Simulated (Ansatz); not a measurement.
## Several inputs for Cu₂O

Cell: an entry of the Crystallography Open Database (COD) (the entry's cell lengths or inner coordinates differ somewhat from later room-temperature determinations), atoms as given.

Space group Pn-3m:1 (No. 224); a = 4.2600 Å.

| site | Wyckoff | site symmetry | x | y | z |
| --- | --- | --- | --- | --- | --- |
| Cu | 4b | .-3m | 0.2500 | 0.2500 | 0.2500 |
| O | 2a | -43m | 0.0000 | 0.0000 | 0.0000 |

One atom of each set is listed.

Reference run. The numbers come from a DFT calculation in Ansatz (PBE, plane waves and PAW, scalar-relativistic, 420 eV cutoff, Γ-centred 7×7×7 k-points, Fermi–Dirac smearing 0.02 eV).

It gives V_zz (10²¹ V/m²) Cu -5.30 (η 0.00), among others. Each of these runs changes the input as listed (caps on SCF iterations aside):

A. scf.mixing.preconditioner: not typed → ldos; scf.occupations.width: 0.02 → 0.01
B. hamiltonian.hubbard: not typed → {sites: [{species: Cu, l: d, u_eff: 1.0}], double_counting: fll}; scf.algorithm: not typed → direct_min
C. basis.ecutwfc: not typed → 80 eV

Question: Which of these changes matter for the gradients?

Answer: 

```tsv
run	Cu V_zz (η)	largest change of a gradient tensor, all atoms	note
A	-5.30 (0.00)	0.00	converged
B	-6.11 (0.00)	0.81	converged
C	-6.59 (0.00)	1.28	converged; cutoff below the recommended one; no gap left
```

Run C moves them most, on Cu (V_zz from -5.30 to -6.59). Run C holds a cutoff far too low, so its numbers aren't properties of the crystal.

In run B the shift comes from hamiltonian.hubbard: the other keys steer the path to self-consistency or leave the density as it is.

On the reference run: Semilocal functionals underestimate gradients at Cu(I) with two or three neighbours, in Cu₂O by a fifth to nearly a half.
